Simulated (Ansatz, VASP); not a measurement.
**Cross-check of ZnS (Wurtzite-2H) between VASP and Ansatz**

One calculation is typed for both programs; each brings its own data sets and cutoff. How far apart do they land?

Calculated with Ansatz 0.2.0; plane waves, with VASP 6.6.1 beside it; single point at PBE, dielectric response at PBE and single point at r2SCAN.

The database entry behind the starting cell differs from later determinations by our own check (about 0.4 % short), so it need not match the best structure at ambient conditions.

### 1. The starting structure

Symmetry: P6_3mc, No. 186, hexagonal system. Conventional cell: a = 3.811 Å, b = 3.811 Å, c = 6.234 Å, α = 90.00°, β = 90.00°, γ = 120.00°. Zn has 4 S at 2.31 to 2.40 Å nearest. Nearest to S lie 4 Zn at 2.31 to 2.40 Å. Farther neighbours and most contacts between anions are not listed.

As a file:

```cif
data_structure
_symmetry_space_group_name_H-M 'P 1'
_symmetry_Int_Tables_number 1
_cell_length_a 3.8110
_cell_length_b 3.8110
_cell_length_c 6.2340
_cell_angle_alpha 90.000
_cell_angle_beta 90.000
_cell_angle_gamma 120.000
_cell_volume 78.41
loop_
_atom_site_label
_atom_site_type_symbol
_atom_site_fract_x
_atom_site_fract_y
_atom_site_fract_z
_atom_site_occupancy
Zn1 Zn 0.66667 0.33333 0.50000 1
Zn2 Zn 0.33333 0.66667 0.00000 1
S3 S 0.66667 0.33333 0.88500 1
S4 S 0.33333 0.66667 0.38500 1
```

### 2. VASP: single point, PBE

With cell and atoms fixed, the geometry can't cause a difference; cores, projectors, grids and the points listed under the comparison can.

Lines of VASP's logs that name or quote its potential files are left out, and so is its time.

INCAR reads:

```
SYSTEM = ZnS
PREC = Accurate
ENCUT = 400
EDIFF = 1E-07
NELM = 100
ISMEAR = 0
SIGMA = 0.05
LREAL = .FALSE.
ALGO = Normal
GGA = PE
NBANDS = 24
LORBIT = 11
LWAVE = .FALSE.
LCHARG = .FALSE.
KPAR = 4
```

POSCAR reads:

```
ZnS
1.0
    3.8110000000      0.0000000000      0.0000000000
   -1.9055000000      3.3004228138      0.0000000000
    0.0000000000      0.0000000000      6.2340000000
Zn S
2 2
Direct
    0.6666666667      0.3333333333      0.5000000000
    0.3333333333      0.6666666667      0.0000000000
    0.6666666667      0.3333333333      0.8850000000
    0.3333333333      0.6666666667      0.3850000000
```

KPOINTS reads:

```
Automatic mesh
0
Gamma
7 7 4
0 0 0
```

PAW data sets: Zn and S (PBE family, release 64).

On the command line:

```bash
> mpirun -np 4 vasp_std
```

Numbers of over 12 decimals in the logs are rounded to 6 here.

What it wrote:

```text
[banner, memory and clock lines left out]
running    4 mpi-ranks, on    1 nodes
 distrk:  each k-point on    1 cores,    4 groups
 distr:  one band on    1 cores,    1 groups

 POSCAR found type information on POSCAR ZnS
 POSCAR found :  2 types and       4 ions
 LDA part: xc-table for (Slater+PW92), standard interpolation
 POSCAR, INCAR and KPOINTS ok, starting setup
 FFT: planning ... GRIDC
 FFT: planning ... GRID_SOFT
 FFT: planning ... GRID
 WAVECAR not read
 entering main loop
       N       E                     dE             d eps       ncg     rms          rms(c)
DAV:   1     0.209650538709E+03    0.20965E+03   -0.14973E+04  1152   0.151E+03
DAV:   2     0.338448104940E+01   -0.20627E+03   -0.20017E+03  1240   0.323E+02
DAV:   3    -0.141840734066E+02   -0.17569E+02   -0.17485E+02  1464   0.101E+02
DAV:   4    -0.145037223610E+02   -0.31965E+00   -0.31953E+00  1328   0.140E+01
DAV:   5    -0.145098504405E+02   -0.61281E-02   -0.61276E-02  1496   0.184E+00    0.992E+00
DAV:   6    -0.136457031429E+02    0.86415E+00   -0.18536E+00  1760   0.400E+01    0.767E+00
DAV:   7    -0.136581086821E+02   -0.12406E-01   -0.15988E+00  1280   0.725E+00    0.343E+00
DAV:   8    -0.136463646514E+02    0.11744E-01   -0.65090E-02  1544   0.302E+00    0.107E+00
DAV:   9    -0.136470108762E+02   -0.64622E-03   -0.14570E-02  1624   0.190E+00    0.255E-01
DAV:  10    -0.136471438630E+02   -0.13299E-03   -0.92447E-04  1360   0.399E-01    0.127E-01
DAV:  11    -0.136473838357E+02   -0.23997E-03   -0.43709E-04  1296   0.132E-01    0.915E-02
DAV:  12    -0.136473779091E+02    0.59266E-05   -0.17128E-05  1496   0.340E-02    0.726E-03
DAV:  13    -0.136473813763E+02   -0.34672E-05   -0.49532E-06  1272   0.132E-02    0.295E-03
DAV:  14    -0.136473814857E+02   -0.10945E-06   -0.23213E-07  1232   0.863E-03    0.455E-04
DAV:  15    -0.136473815810E+02   -0.95283E-07   -0.99851E-08   888   0.349E-03
   1 F= -.13647382E+02 E0= -.13647382E+02  d E =-.583648E-17
```

OUTCAR, selected parts (step 2):

```text
ion  position               nearest neighbor table
   1  0.667  0.333  0.500-   4 2.31   4 2.31   4 2.31   3 2.40
   2  0.333  0.667  0.000-   3 2.31   3 2.31   3 2.31   4 2.40
   3  0.667  0.333  0.885-   2 2.31   2 2.31   2 2.31   1 2.40
   4  0.333  0.667  0.385-   1 2.31   1 2.31   1 2.31   2 2.40

  LATTYP: Found a hexagonal cell.
 ALAT       =     3.8110000000
 C/A-ratio  =     1.6357911309

 Subroutine GETGRP returns: Found 12 space group operations
 (whereof  6 operations were pure point group operations)

The static configuration has the point symmetry C_3v.
 The point group associated with its full space group is C_6v.

 Found     24 irreducible k-points:

   k-points           NKPTS =     24   k-points in BZ     NKDIM =     24   number of bands    NBANDS=     24

   dimension x,y,z NGX =    28 NGY =   28 NGZ =   42
   dimension x,y,z NGXF=    56 NGYF=   56 NGZF=   84

   ENCUT  =  400.0 eV  29.40 Ry    5.42 a.u.   6.21  6.21 10.17*2*pi/ulx,y,z

   NELECT =      36.0000    total number of electrons

 k-points in reciprocal lattice and weights: Automatic mesh
   0.00000000  0.00000000  0.00000000       0.005
   0.14285714  0.00000000  0.00000000       0.031
   0.28571429  0.00000000  0.00000000       0.031
   0.42857143  0.00000000  0.00000000       0.031
   0.14285714  0.14285714  0.00000000       0.031
   0.28571429  0.14285714  0.00000000       0.061
   0.42857143  0.14285714  0.00000000       0.031
   0.28571429  0.28571429  0.00000000       0.031
   0.00000000  0.00000000  0.25000000       0.010
[...]
0.42857143  0.14285714  0.50000000       0.031
   0.28571429  0.28571429  0.50000000       0.031

 average (electrostatic) potential at core
       1 -36.2130       2 -36.2130       3 -88.5233       4 -88.5233

 E-fermi :   2.4432

 k-point     1 :       0.0000    0.0000    0.0000
  band No.  band energies     occupation
    ...
     14       1.3079      2.00000
     15       1.3079      2.00000
     16       2.1546      2.00000
     17       2.1546      2.00000
     18       2.1647      2.00000
     19       4.4148      0.00000
     20       5.1595      0.00000
     21       8.4639      0.00000
     22       8.4639      0.00000
     23       8.7717      0.00000
    ...

 k-point     2 :       0.1429    0.0000    0.0000
  band No.  band energies     occupation
    ...
     14       0.3145      2.00000
     15       0.9931      2.00000
     16       1.0859      2.00000
     17       1.9657      2.00000
     18       1.9939      2.00000
     19       5.3503      0.00000
     20       5.9968      0.00000
     21       8.0150      0.00000
     22       8.8882      0.00000
     23       8.9963      0.00000
    ...

 k-point     3 :       0.2857    0.0000    0.0000
  band No.  band energies     occupation
    ...
     14      -1.1197      2.00000
     15      -0.4523      2.00000
     16       0.3952      2.00000
     17       1.4623      2.00000
     18       1.5473      2.00000
     19       6.1260      0.00000
     20       6.2624      0.00000
     21       8.0449      0.00000
     22       8.7654      0.00000
     23       9.3803      0.00000
    ...

  Total        1.4640178      1.4640178      0.4277520      0.0000000     -0.0000000      0.0000000
  in kB       29.9144907     29.9144907      8.7403187      0.0000000     -0.0000000      0.0000000
  external PRESSURE =      22.8564334 kB  Pullay stress =       0.0000000 kB

  energy-cutoff  :      400.00
  volume of cell :       78.41
      direct lattice vectors                 reciprocal lattice vectors
     3.811000000  0.000000000  0.000000000     0.262398321  0.151495741  0.000000000
    -1.905500000  3.300422814  0.000000000     0.000000000  0.302991482  0.000000000
     0.000000000  0.000000000  6.234000000     0.000000000  0.000000000  0.160410651

 POSITION                                       TOTAL-FORCE (eV/Angst)
 -----------------------------------------------------------------------------------
      1.90550      1.10014      3.11700         0.000000     -0.000000      0.326852
     -0.00000      2.20028      0.00000        -0.000000      0.000000      0.326852
      1.90550      1.10014      5.51709        -0.000000     -0.000000     -0.326852
     -0.00000      2.20028      2.40009        -0.000000      0.000000     -0.326852
 -----------------------------------------------------------------------------------
    total drift:                               -0.000000     -0.000000      0.000252

  FREE ENERGIE OF THE ION-ELECTRON SYSTEM (eV)
  ---------------------------------------------------
  free  energy   TOTEN  =       -13.6473815810 eV

  energy  without entropy=      -13.6473815810  energy(sigma->0) =      -13.64738158

 total charge
# of ion       s       p       d       tot
------------------------------------------
    1        0.521   0.481   9.800  10.803
    2        0.521   0.481   9.800  10.803
    3        1.315   2.442   0.000   3.757
    4        1.315   2.442   0.000   3.757
--------------------------------------------------
tot          3.671   5.847  19.601  29.119

[... 3 further parts left out ...]
```

The run ends at a pressure of 2.29 GPa, with forces up to 0.33 eV/Å.

### 3. Ansatz: single point, PBE

Ansatz runs on its default PAW (the set named soft_2) files.

The same cell, functional, mesh and smearing now go to Ansatz, which takes its cutoff from its data sets.

input.yaml reads:

```yaml
crystal:
  lattice:
    - [3.811, 0.0, 0.0]
    - [-1.9055, 3.3004228138, 0.0]
    - [0.0, 0.0, 6.234]
  atoms:
    - { symbol: Zn, position: [0.6666666667, 0.3333333333, 0.5] }
    - { symbol: Zn, position: [0.3333333333, 0.6666666667, 0.0] }
    - { symbol: S, position: [0.6666666667, 0.3333333333, 0.885] }
    - { symbol: S, position: [0.3333333333, 0.6666666667, 0.385] }
hamiltonian:
  xc: pbe
  pseudopotentials: { kind: paw }
kpoints:
  mp_grid: { grid: [7, 7, 4] }
scf:
  occupations: { method: gaussian, width: 0.05 }
  n_extra_bands: 5
output:
  forces: true
  stress: true
  eigenvalues: true
```

On the command line:

```bash
> ansatz run input.yaml --threads 2 --pin off --max-ram 4608MiB --backend cpu --events-out ev --progress --plain --runs-dir out
```

What it wrote:

```text
scf.n_extra_bands = 5 over 18 filled bands (N_el = 36.0): the run solves 23 bands
Engine: ansatz 0.2.0, aarch64-unknown-linux-gnu
Pseudopotentials: kind: paw
Pseudopotential: Zn, paw, valence charge 12, recommended cutoff 420 eV (normal), Zn.paw.azcp
Pseudopotential: S, paw, valence charge 6, recommended cutoff 420 eV (normal), S.paw.azcp
Functional definition: PBE
  parameter kappa = 0.804
  parameter beta = 0.066725
  exchange = pbe_x(kappa = kappa, mu = beta*pi^2/3)
  correlation = pbe_c(beta = beta)
Crystal: 4 atoms, lattice volume = 78.411 Å³
Basis set: ecut = 420 eV, 1521 PW (Γ), exchange–correlation on 54×54×90 points (8 copies of the dense FFT grid, shifted against one another)
Bands: 23, of which v1, the nominal top of the filled ones, is band 18 counted from 1 (17 counted from 0)
Symmetry: 12 space group operations
Space group: P63mc (ITA 186), of the structure as read, at distance tolerance 4.3e-5 Å
k-points: 24 of 196 (time reversal used)
Non-local potential: Zn, projectors of the file, l = 0: 2, l = 1: 2, l = 2: 3, l = 3: 1
Non-local potential: S, projectors of the file, l = 0: 2, l = 1: 2, l = 2: 2
PAW form: soft (Blöchl's): semilocal exchange-correlation on the pseudo side does not see the compensation charge
PAW one-centre angular grid: Zn, 590 points (default); XC on 64 Gauss nodes
PAW one-centre angular grid: S, 110 points (default); XC on 64 Gauss nodes
Initial density: superposition of atomic densities (neutral atoms: chi_scale 0, normalization atom), corrected by the library's trained network
Initial wavefunctions: pseudopotential atomic-orbital guess
Functional: x = pbe(κ = 0.804, μ = 0.219515), c = pbe(β = 0.066725)
SCF iter   1: F=—  HF=-8445.419418 eV  |F-HF|=—  |Δ(HF+E_count)|=         —  Δρ=4.83e-4  dr2=1.44e-4  ethr=1.77e-3  ⟨swp⟩=6.0  Hψ=2637  notcnv=0
preconditioner: auto → Resta (q_TF=auto, 2.396 Å⁻¹)  ε∞=6.2  [insulator: Δε(μ)=2.242 eV  Ē_g=11.087 eV  σ=0.050 eV  W_gap=1.00  n_scr=22 (ndim 8)  ℏωp=25.2 eV  f_vac=0.040  D(μ)=0.00/eV (n_scr^D=0)  ε∞_Penn≈6.2]
SCF iter   2: F=—  HF=-8445.419686 eV  |F-HF|=—  |Δ(HF+E_count)|=   2.68e-4  Δρ=4.33e-4  dr2=1.19e-4  ethr=3.99e-7  ⟨swp⟩=2.6  Hψ=1262  notcnv=0
SCF iter   3: F=—  HF=-8445.419758 eV  |F-HF|=—  |Δ(HF+E_count)|=   7.21e-5  Δρ=1.21e-4  dr2=1.14e-5  ethr=3.31e-7  ⟨swp⟩=2.0  Hψ=912  notcnv=0
SCF iter   4: F=—  HF=-8445.419713 eV  |F-HF|=—  |Δ(HF+E_count)|=   4.49e-5  Δρ=8.31e-5  dr2=5.83e-6  ethr=3.16e-8  ⟨swp⟩=2.0  Hψ=960  notcnv=0
SCF iter   5: F=—  HF=-8445.419711 eV  |F-HF|=—  |Δ(HF+E_count)|=   2.00e-6  Δρ=2.62e-5  dr2=4.79e-7  ethr=1.62e-8  ⟨swp⟩=2.0  Hψ=912  notcnv=0
SCF iter   6: F=—  HF=-8445.419711 eV  |F-HF|=—  |Δ(HF+E_count)|=   2.64e-7  Δρ=1.41e-5  dr2=1.23e-7  ethr=1.33e-9  ⟨swp⟩=2.7  Hψ=911  notcnv=0
SCF iter   7: F=-8445.419711 eV  HF=-8445.419711 eV  |F-HF|=7.11e-9  |Δ(HF+E_count)|=   1.53e-8  Δρ=4.99e-6  dr2=1.59e-8  ethr=2.78e-10  ⟨swp⟩=7.1  Hψ=2392  notcnv=0
SCF 1 converged in 7 iterations: F = -8445.419711 eV  dr2 = 1.59e-8
  greatest PAW one-centre occupation: 0.984 electrons in one spin orbital (limit 2), on the Zn atom at site 1 (counted from 0), in its partial waves of l = 2
SCF converged after 7 iterations
Free energy (F): -8445.419711 eV
Harris-Foulkes:  -8445.419711 eV  (|F-HF|=7.11e-9)
Internal energy: -8445.419711 eV  (E = F + TS)
E sigma→0 (E₀):  -8445.419711 eV
Fermi energy:    6.990079 eV
--- Per-component energies (eV) ---
  E_band       = 12.314268
  E_kinetic    = 477.247812
  E_local      = -4081.376846  (includes V_loc(G=0)·N_el)
  E_nonlocal   = 1285.435270
  E_hartree    = 1707.475433
  E_xc         = -469.098482
  E_vxc        = -279.504096  (∫ρ·V_xc dr)
  E_paw        = -4856.938738  (= ΣΔE_a)
  E_vpaw       = -804.436910  (= ΣTr[D̂ρ^β])
  E_aug_tail   = -0.000743  (compensation charges beyond the density's cutoff)
  E_ewald      = -2508.163419
  E_smearing   = -0.000000  (= −TS)
  E_closure    = 0.000000  (closes the sum)
  Σ components = -8445.419711   (vs F -8445.419711, Δ=0.00e0)
--- Forces (eV/Å), atoms counted from 1 ---
  atom   1  Zn     0.00000000     0.00000000     0.31978004
  atom   2  Zn     0.00000000    -0.00000000     0.31978004
  atom   3  S      0.00000000     0.00000000    -0.31977850
  atom   4  S      0.00000000    -0.00000000    -0.31977850
  max |Σ_I F_I| component: 3.07e-6 eV/Å
--- Stress (GPa, compression-positive) ---
        3.012318       0.000000      -0.000000
        0.000000       3.012318       0.000000
        0.000000       0.000000       0.975775
  P = ⅓ Tr σ = 2.3335 GPa (23.335 kbar)
--- Band table (eV; the first three rows and the last of 24) ---
  k-point 0: bands = [... 14 lower, 5.0091, 5.8555, 5.8555, 5.8663, 8.1138, 8.8582, 12.1425, 12.1425, ... 1 higher]
  k-point 1: bands = [... 14 lower, 5.1244, 5.1244, 5.7220, 5.7220, 8.9907, 9.0230, 12.1082, 12.2298, ... 1 higher]
  k-point 2: bands = [... 14 lower, 5.4142, 5.4142, 5.4142, 5.4142, 9.3741, 9.3741, 12.5692, 12.5692, ... 1 higher]
  k-point 23: bands = [... 14 lower, 2.9511, 2.9511, 4.5752, 4.5752, 10.3724, 10.3724, 12.3300, 12.3300, ... 1 higher]
```

It took 2.4 s on 2 threads of Arm Neoverse V1, shared host; peak memory 0.31 GiB; 4.7 s of CPU time.

The run ends at a pressure of 2.33 GPa, with forces up to 0.32 eV/Å.

### 4. Comparison

Known differences besides the potentials themselves: the cutoff is 420 eV in Ansatz and 400 eV in VASP; VASP leaves aspherical gradient terms in its spheres out (LASPH is not set), Ansatz keeps them. Total energies have different zeros and are not compared.

Compared:

```
                                        quantity  Ansatz   VASP  difference
                                  pressure (GPa)    2.33   2.29       +0.05
pressure without Ansatz's Pulay correction (GPa)    2.26   2.29       -0.02
                          gap on the k mesh (eV)   2.248  2.250      -0.003
```

Forces (eV/Å; atoms numbered as in POSCAR):

```
atom        Ansatz x, y, z          VASP x, y, z
 Zn1   0.000, 0.000, 0.320   0.000, 0.000, 0.327
 Zn2   0.000, 0.000, 0.320   0.000, 0.000, 0.327
  S3  0.000, 0.000, -0.320  0.000, 0.000, -0.327
  S4  0.000, 0.000, -0.320  0.000, 0.000, -0.327
```

The forces differ by 4.1 meV/Å r.m.s., which is 2.2 % of the r.m.s. force of 0.19 eV/Å (both taken over all components). A gap on the mesh is an upper bound, since the band edges may lie between its points. Ansatz's pressure holds a Pulay correction of 0.07 GPa; VASP's holds none.

### 5. VASP: dielectric response, PBE

The response to a field tests empty states and converges slowly with the mesh.

INCAR reads:

```
SYSTEM = ZnS
PREC = Accurate
ENCUT = 400
EDIFF = 1E-08
NELM = 100
ISMEAR = 0
SIGMA = 0.01
LREAL = .FALSE.
ALGO = Normal
GGA = PE
NBANDS = 24
LWAVE = .FALSE.
LCHARG = .FALSE.
KPAR = 4
LEPSILON = .TRUE.
```

POSCAR is that of step 2.

KPOINTS reads:

```
Automatic mesh
0
Gamma
10 10 5
0 0 0
```

On the command line:

```bash
> mpirun -np 4 vasp_std
```

What it wrote:

```text
[... set-up lines as in an earlier step ...]
 entering main loop
       N       E                     dE             d eps       ncg     rms          rms(c)
DAV:   1     0.209547145808E+03    0.20955E+03   -0.14977E+04  2016   0.151E+03
DAV:   2     0.348366303902E+01   -0.20606E+03   -0.19975E+03  2192   0.322E+02
DAV:   3    -0.141811559065E+02   -0.17665E+02   -0.17583E+02  2488   0.100E+02
DAV:   4    -0.145039890962E+02   -0.32283E+00   -0.32265E+00  2472   0.143E+01
[...]
DAV:  14    -0.136482779915E+02   -0.11121E-06   -0.23437E-07  2664   0.840E-03    0.458E-04
DAV:  15    -0.136482780851E+02   -0.93633E-07   -0.10516E-07  2376   0.345E-03    0.709E-04
DAV:  16    -0.136482780839E+02    0.11705E-08   -0.11269E-08  1888   0.968E-04
   1 F= -.13648278E+02 E0= -.13648278E+02  d E =-.207080E-28
 Linear response reoptimize wavefunctions to high precision
DAV:   1    -0.136482780780E+02    0.59772E-08   -0.23477E-09  1640   0.316E-04
DAV:   2    -0.136482780780E+02   -0.66393E-10   -0.32415E-10  1320   0.156E-04
 Linear response G [H, r] |phi>, progress :
  Direction:   1
[...]
RMM:  13    -0.112361473378E+01    0.47814E-06    0.11703E-07  9197   0.140E-04    0.223E-05
RMM:  14    -0.112361421464E+01    0.51914E-06    0.62091E-08  6091   0.696E-05    0.551E-06
 change of polarisation eV/A/(eV/A) component  2 :    -0.332     2.087     0.000
 dielectric tensor                  component  2 :    -0.767     5.817     0.000
 Linear response to external field, progress :
  Direction:   3
       N       E                     dE             d eps       ncg     rms          rms(c)
RMM:   1    -0.109845911820E+01   -0.10985E+01   -0.42463E+00  2851   0.462E+00
RMM:   2    -0.114534825178E+01   -0.46889E-01   -0.30120E-02  3519   0.103E+00    0.206E+00
RMM:   3    -0.108380585041E+01    0.61542E-01   -0.86315E-02  3373   0.125E+00    0.108E+00
RMM:   4    -0.111459960833E+01   -0.30794E-01   -0.71736E-02  3510   0.115E+00    0.292E-01
[...]
RMM:  12    -0.114391331061E+01    0.56812E-05   -0.79516E-08  3249   0.249E-04    0.416E-05
RMM:  13    -0.114391438939E+01   -0.10788E-05   -0.10172E-07  2369   0.935E-05    0.106E-05
RMM:  14    -0.114391428337E+01    0.10602E-06    0.14875E-08  1618   0.544E-05    0.511E-06
 change of polarisation eV/A/(eV/A) component  3 :    -0.209    -0.209     2.121
 dielectric tensor                  component  3 :    -0.481    -0.483     5.894
 Born effective charges drift removed
```

From OUTCAR (step 5):

```text
  Total        1.4591493      1.4591493      0.4304429      0.0000000      0.0000000      0.0000000
  in kB       29.8150118     29.8150118      8.7953024      0.0000000      0.0000000      0.0000000
  external PRESSURE =      22.8084420 kB  Pullay stress =       0.0000000 kB

 POSITION                                       TOTAL-FORCE (eV/Angst)
 -----------------------------------------------------------------------------------
      1.90550      1.10014      3.11700         0.000000     -0.000000      0.326441
     -0.00000      2.20028      0.00000        -0.000000      0.000000      0.326441
      1.90550      1.10014      5.51709        -0.000000      0.000000     -0.326441
     -0.00000      2.20028      2.40009        -0.000000     -0.000000     -0.326441
 -----------------------------------------------------------------------------------
    total drift:                               -0.000000     -0.000000      0.000305

 MACROSCOPIC STATIC DIELECTRIC TENSOR (including local field effects in DFT)
 ------------------------------------------------------
           5.816894    -0.000000     0.000000
           0.000000     5.816894     0.000000
           0.000000     0.000000     5.893756
 ------------------------------------------------------

[... 1 part as in an earlier step ...]

[... 1 further part left out ...]
```

The dielectric response converges more slowly with the mesh than energies do, so tensor and charges may still move on a finer one.

(Part 1 of 2 ends here.)

[Lines on the potential files, build, host, timing and source positions are cut from VASP's logs without a mark.]

[Logs are printed without paths, hosts, clocks, repeated set-up lines and the standing remarks that a program may print on its own settings, such as how far it seeks lower states.]

[Hosts, paths, dates, database ids (printed as entryN), source tags and the programs' standing remarks are cut or masked in the printed files.]
